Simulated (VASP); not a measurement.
# PtSe2 (P-3m1) in VASP: single point with PBE

Aim: the single point of PtSe2 with PBE.

All numbers are computed with VASP 6.6.1; they aren't measurements. Logs are shortened: lines on timing, memory, paths and dates and some standing lists are left out, and cuts for length are marked.

## (1) Starting point

The structure is trigonal, space group P-3m1 (No. 164). The conventional cell has a = 3.752 Å, b = 3.752 Å, c = 6.501 Å, α = 90.00°, β = 90.00°, γ = 120.00°. Pt (site symmetry -3m) is surrounded by 6 Se at 2.53 Å. Around Se (site symmetry 3m) lie 3 Pt at 2.53 Å.

The cell was relaxed by an earlier calculation.

## (2) Single point, PBE

The input, INCAR:

```
SYSTEM = PtSe2
ALGO = Fast ; EDIFF = 1E-6
ENCUT = 520 ; GGA = PE
ISIF = 2 ; ISMEAR = -1
LASPH = .True. ; LCHARG = .False.
LREAL = .False. ; LWAVE = .False.
NBANDS = 18 ; NELM = 100
PREC = Accurate ; SIGMA = 0.05
```

The input, KPOINTS:

```
k-points
0
Gamma
  12 12 7
  0 0 0
```

The input, POSCAR:

```
PtSe2
1.0
    3.7516095341      0.0000000000      0.0000000000
   -1.8758047670      3.2489891616      0.0000000000
    0.0000000000      0.0000000000      6.5011771938
Pt Se
1 2
Direct
    0.0000000000      0.0000000000      0.0000000000
    0.3333333333      0.6666666667      0.2009858555
    0.6666666667      0.3333333333      0.7990141445
```

Potentials or basis: VASP PAW PBE potentials, release 64 (Pt, Se).

Launch:

```
cat potpaw_PBE.64/Pt/POTCAR potpaw_PBE.64/Se/POTCAR > POTCAR
mpirun -np 1 vasp_std > vasp.out
```

OUTCAR:

```text
SYSTEM = PtSe2
   EDIFF = 1E-6
   ENCUT = 520
   GGA = PE
   ISIF = 2
   ISMEAR = -1
   LASPH = .True.
   LREAL = .False.
   NELM = 100
   PREC = Accurate

 ion  position               nearest neighbor table
   1  0.000  0.000  0.000-   2 2.53   3 2.53   2 2.53   3 2.53   3 2.53   2 2.53
   2  0.333  0.667  0.201-   1 2.53   1 2.53   1 2.53
   3  0.667  0.333  0.799-   1 2.53   1 2.53   1 2.53

  LATTYP: Found a hexagonal cell.
 ALAT       =     3.7516095341
 C/A-ratio  =     1.7329034738

  Lattice vectors:

 A1 = (   3.7516095341,   0.0000000000,   0.0000000000)
 A2 = (  -1.8758047670,   3.2489891616,   0.0000000000)
 A3 = (   0.0000000000,   0.0000000000,   6.5011771938)

Analysis of symmetry for initial positions (statically):
=====================================================================
 Subroutine PRICEL returns:
 Original cell was already a primitive cell.

 Routine SETGRP: Setting up the symmetry group for a
 hexagonal supercell.

 Subroutine GETGRP returns: Found 12 space group operations
 (whereof 12 operations were pure point group operations)
 out of a pool of 24 trial point group operations.

The static configuration has the point symmetry D_3d.

Analysis of symmetry for dynamics (positions and initial velocities):
=====================================================================
 Subroutine PRICEL returns:
 Original cell was already a primitive cell.

 Routine SETGRP: Setting up the symmetry group for a
 hexagonal supercell.

 Subroutine GETGRP returns: Found 12 space group operations
 (whereof 12 operations were pure point group operations)
 out of a pool of 24 trial point group operations.

The dynamic configuration has the point symmetry D_3d.

 Subroutine INISYM returns: Found 12 space group operations
 (whereof 12 operations are pure point group operations),
 and found     1 'primitive' translations

----------------------------------------------------------------------------------------

                                     Primitive cell

  volume of cell :      79.2425

  direct lattice vectors                    reciprocal lattice vectors
     3.751609534  0.000000000  0.000000000     0.266552260  0.153894019  0.000000000
    -1.875804767  3.248989162  0.000000000     0.000000000  0.307788038  0.000000000
     0.000000000  0.000000000  6.501177194     0.000000000  0.000000000  0.153818296

  length of vectors
     3.751609534  3.751609534  6.501177194     0.307788038  0.307788038  0.153818296

  position of ions in fractional coordinates (direct lattice)
     0.000000000  0.000000000  0.000000000
     0.333333333  0.666666667  0.200985856
     0.666666667  0.333333333  0.799014144

  ion indices of the primitive-cell ions
   primitive index   ion index
                 1           1
                 2           2
                 3           3

----------------------------------------------------------------------------------------

 KPOINTS: k-points

Automatic generation of k-mesh.
 Grid dimensions read from file:
 generate k-points for:   12   12    7

 Generating k-lattice:

  Cartesian coordinates                     Fractional coordinates (reciprocal lattice)
     0.022212688  0.012824502  0.000000000     0.083333333  0.000000000  0.000000000
     0.000000000  0.025649003  0.000000000     0.000000000  0.083333333  0.000000000
     0.000000000  0.000000000  0.021974042     0.000000000  0.000000000  0.142857143

  Length of vectors
     0.025649003  0.025649003  0.021974042

  Shift w.r.t. Gamma in fractional coordinates (k-lattice)
     0.000000000  0.000000000  0.000000000

 Subroutine IBZKPT returns following result:
 ===========================================

 Found    112 irreducible k-points:

 Following reciprocal coordinates:
            Coordinates               Weight
  0.000000  0.000000  0.000000      1.000000
  0.083333 -0.000000  0.000000      6.000000
  0.166667 -0.000000  0.000000      6.000000
  0.250000 -0.000000  0.000000      6.000000
  0.333333  0.000000  0.000000      6.000000
  0.416667 -0.000000  0.000000      6.000000
[... 16 lines left out ...]
  0.166667 -0.000000  0.142857      6.000000
  0.000000  0.166667  0.142857      6.000000
 [... further k-points ...]
   k-points           NKPTS =    112   k-points in BZ     NKDIM =    112   number of bands    NBANDS=     18
   number of dos      NEDOS =    301   number of ions     NIONS =      3
   total plane-waves  NPLWV =  37632
   dimension x,y,z NGX =    28 NGY =   28 NGZ =   48
   dimension x,y,z NGXF=    56 NGYF=   56 NGZF=   96
   ions per type =               1   2
   NGX,Y,Z   is equivalent  to a cutoff of  12.41, 12.41, 12.27 a.u.
   NGXF,Y,Z  is equivalent  to a cutoff of  24.82, 24.82, 24.55 a.u.
 SYSTEM =  PtSe2
   PREC   = accura    normal or accurate (medium, high low for compatibility)
   ISTART =      0    job   : 0-new  1-cont  2-samecut
   ICHARG =      2    charge: 1-file 2-atom 10-const
   ISPIN  =      1    spin polarized calculation?
   LNONCOLLINEAR =      F non collinear calculations
   LSORBIT =      F    spin-orbit coupling
   LASPH  =      T    aspherical Exc in radial PAW
   ENCUT  =  520.0 eV  38.22 Ry    6.18 a.u.   6.98  6.98 12.09*2*pi/ulx,y,z
   NELM   =    100;   NELMIN=  2; NELMDL= -5     # of ELM steps
   EDIFF  = 0.1E-05   stopping-criterion for ELM
   LREAL  =      F    real-space projection
   EDIFFG = 0.1E-04   stopping-criterion for IOM
   NSW    =      0    number of steps for IOM
   IBRION =     -1    ionic relax: 0-MD 1-quasi-New 2-CG
   NFREE  =      0    steps in history (QN), initial steepest desc. (CG)
   ISIF   =      2    stress and relaxation
   ISYM   =      2    0-nonsym 1-usesym 2-fastsym
   POTIM  = 0.5000    time-step for ionic-motion
   TEBEG  =    0.0;   TEEND  =   0.0 temperature during run
   PSTRESS=    0.0 pullay stress
   NELECT =      22.0000    total number of electrons
   NUPDOWN=      -1.0000    fix difference up-down
   EMIN   =  10.00;   EMAX   =-10.00  energy-range for DOS
   EFERMI =   0.00;   METHOD = LEGACY
   ISMEAR =    -1;   SIGMA  =   0.05  broadening in eV -4-tet -1-fermi 0-gaus
   EFERMI_NEDOS =   21; number of points for ismear=-14 and -15
   IALGO  =     68    algorithm
   IMIX   =      4    mixing-type and parameters
     AMIX     =   0.40;   BMIX     =  1.00
     AMIX_MAG =   1.60;   BMIX_MAG =  1.00
  volume/ion in A,a.u.               =      26.41       178.25
  Fermi-wavevector in a.u.,A,eV,Ry     =   1.067980  2.018189 15.518548  1.140581
  Thomas-Fermi vector in A             =   2.203614
   LORBIT       =      0    0 simple, 1 ext, 2 COOP (PROOUT), +10 PAW based schemes
   GGA     = PE    functional components
   LHFCALC =     F    Hartree Fock is set to
   AEXX    =    0.0000 exact exchange contribution
   IVDW    =     0    specifies the selected vdW correction
   LEPSILON=     F    determine dielectric tensor
   LRPA    =     F    only Hartree local field effects (RPA)
 non-spin polarized calculation
 RMM-DIIS sequential band-by-band and
  energy-cutoff  :      520.00
  volume of cell :       79.24
 maximum number of plane-waves:      2159
   NGX = 13   NGY = 13   NGZ = 25

 number of electron      21.9999996 magnetization

 Free energy of the ion-electron system (eV)
  ---------------------------------------------------
  ext. energy  EPLUGINS =         0.00000000
  ---------------------------------------------------
  free energy    TOTEN  =       -14.30310847 eV

  energy without entropy =      -14.30310075  energy(sigma->0) =      -14.30310461

 E-fermi :   3.5220     XC(G=0):  -8.9891

 val. band max:        3.0564800301   @ k =   0.0833   0.0833   0.0000
 cond. band min:       3.9031819232   @ k =   0.0000   0.2500   0.2857
 fundamental gap:      0.8467018931
 Fermi energy:         3.5220179093

 k-point     1 :       0.0000    0.0000    0.0000
  band No.  band energies     occupation
      1     -11.1379      2.00000
      2      -9.3027      2.00000
      3      -2.3436      2.00000
      4      -2.2182      2.00000
      5      -2.2182      2.00000
      6       0.0181      2.00000
[... 10 lines left out ...]
     17      11.1632      0.00000
     18      12.1535      0.00000

 k-point     2 :       0.0833   -0.0000    0.0000
  band No.  band energies     occupation
      1     -11.0659      2.00000
      2      -9.3108      2.00000
      3      -2.2706      2.00000
      4      -2.2145      2.00000
      5      -2.1734      2.00000
      6      -0.0836      2.00000
[... 10 lines left out ...]
     17      11.4437      0.00000
     18      12.3763      0.00000

 k-point     3 :       0.1667   -0.0000    0.0000
  band No.  band energies     occupation
      1     -10.8587      2.00000
      2      -9.3345      2.00000
      3      -2.2111      2.00000
      4      -2.0532      2.00000
      5      -2.0401      2.00000
      6      -0.4585      2.00000
[... 10 lines left out ...]
     17      12.1215      0.00000
     18      12.4551      0.00000

 k-point     4 :       0.2500   -0.0000    0.0000
  band No.  band energies     occupation
      1     -10.5458      2.00000
      2      -9.3715      2.00000
      3      -2.1897      2.00000
      4      -1.9045      2.00000
      5      -1.7510      2.00000
      6      -1.0389      2.00000
[... 10 lines left out ...]
     17      12.1501      0.00000
     18      12.6198      0.00000

 k-point     5 :       0.3333    0.0000    0.0000
  band No.  band energies     occupation
      1     -10.1832      2.00000
      2      -9.4190      2.00000
      3      -2.4566      2.00000
      4      -1.7957      2.00000
      5      -1.6210      2.00000
      6      -1.0467      2.00000
[... 10 lines left out ...]
     17      12.4735      0.00000
     18      12.7310      0.00000

 k-point     6 :       0.4167   -0.0000    0.0000
  band No.  band energies     occupation
      1      -9.8567      2.00000
      2      -9.4800      2.00000
      3      -2.9526      2.00000
      4      -1.7547      2.00000
      5      -1.3372      2.00000
      6      -0.7674      2.00000
[... 10 lines left out ...]
     17      12.1606      0.00000
     18      12.4195      0.00000

 k-point     7 :       0.5000   -0.0000    0.0000
  band No.  band energies     occupation
      1      -9.6868      2.00000
      2      -9.5429      2.00000
      3      -3.1628      2.00000
      4      -1.7487      2.00000
      5      -1.0606      2.00000
      6      -0.7853      2.00000
[... 10 lines left out ...]
     17      12.0503      0.00000
     18      12.3779      0.00000

 k-point     8 :       0.0833    0.0833    0.0000
  band No.  band energies     occupation
      1     -10.9261      2.00000
      2      -9.3267      2.00000
      3      -2.2020      2.00000
      4      -2.1375      2.00000
      5      -2.0812      2.00000
      6      -0.2304      2.00000
[... 10 lines left out ...]
     17      11.9494      0.00000
     18      12.5174      0.00000
[... 229 lines left out ...]
     17      12.3411      0.00000
     18      12.6841      0.00000

 k-point    20 :       0.0000    0.0000    0.1429
  band No.  band energies     occupation
      1     -11.1301      2.00000
      2      -9.3200      2.00000
      3      -2.2850      2.00000
      4      -2.2178      2.00000
      5      -2.2178      2.00000
      6       0.0178      2.00000
[... 10 lines left out ...]
     17      11.1478      0.00000
     18      11.8252      0.00000

 k-point    21 :       0.0833   -0.0000    0.1429
  band No.  band energies     occupation
      1     -11.0580      2.00000
      2      -9.3275      2.00000
      3      -2.2383      2.00000
      4      -2.1931      2.00000
      5      -2.1721      2.00000
      6      -0.0832      2.00000
[... 10 lines left out ...]
     17      11.3927      0.00000
     18      12.0943      0.00000

 k-point    22 :       0.0000    0.0833    0.1429
  band No.  band energies     occupation
      1     -11.0581      2.00000
      2      -9.3272      2.00000
      3      -2.2594      2.00000
      4      -2.1738      2.00000
      5      -2.1716      2.00000
      6      -0.0850      2.00000
[... 10 lines left out ...]
     17      11.4677      0.00000
     18      11.9668      0.00000

 k-point    23 :       0.1667   -0.0000    0.1429
  band No.  band energies     occupation
      1     -10.8506      2.00000
      2      -9.3498      2.00000
      3      -2.2044      2.00000
      4      -2.0512      2.00000
      5      -2.0053      2.00000
      6      -0.4530      2.00000
[... 10 lines left out ...]
     17      12.0431      0.00000
     18      12.4445      0.00000

 k-point    24 :       0.0000    0.1667    0.1429
  band No.  band energies     occupation
      1     -10.8515      2.00000
      2      -9.3477      2.00000
      3      -2.2534      2.00000
      4      -2.0548      2.00000
      5      -1.9597      2.00000
      6      -0.4648      2.00000
[... 10 lines left out ...]
     17      11.9165      0.00000
     18      12.1941      0.00000

 [... further k-points ...]
[... 5 lines left out ...]
  --------------------------------------------------------------------------------------
  -------------------------------------------------------------------------------------
  Total       -0.0247119     -0.0247119     -0.0143934     -0.0000000      0.0000000     -0.0000000
  in kB       -0.4996423     -0.4996423     -0.2910149     -0.0000000      0.0000000     -0.0000000
  external PRESSURE =      -0.4300998 kB  Pullay stress =       0.0000000 kB

 VOLUME and BASIS-vectors are now :
 -----------------------------------------------------------------------------
  energy-cutoff  :      520.00
  volume of cell :       79.24
      direct lattice vectors                 reciprocal lattice vectors
     3.751609534  0.000000000  0.000000000     0.266552260  0.153894019  0.000000000
    -1.875804767  3.248989162  0.000000000     0.000000000  0.307788038  0.000000000
     0.000000000  0.000000000  6.501177194     0.000000000  0.000000000  0.153818296

 POSITION                                       TOTAL-FORCE (eV/Angst)
 -----------------------------------------------------------------------------------
      0.00000      0.00000      0.00000        -0.000000      0.000000      0.000000
     -0.00000      2.16599      1.30664         0.000000      0.000000     -0.001984
      1.87580      1.08300      5.19453        -0.000000     -0.000000      0.001984
 -----------------------------------------------------------------------------------
    total drift:                               -0.000000     -0.000000      0.000000

  FREE ENERGIE OF THE ION-ELECTRON SYSTEM (eV)
  ---------------------------------------------------
  free  energy   TOTEN  =       -14.3031084683 eV

  energy  without entropy=      -14.3031007534  energy(sigma->0) =      -14.30310461
```

Run time: 2 min. Hardware: 1 thread of Intel Xeon Platinum 8259CL at 2.50GHz (Skylake/Cascade Lake), shared host; peak memory 0.3 GiB.

Results:

* Free energy: -14.3031 eV
* Pressure: 0.0 GPa
* Band gap on the k mesh: 0.85 eV, indirect (least direct gap 1.02 eV)

Caveat: spin-orbit coupling is left out, which moves the levels of the heavy elements; an odd mesh through Γ misses points on the zone boundary, where band edges often lie; this functional lacks dispersion, which binds the layers, so the pressure and a relaxed spacing across them are unreliable.
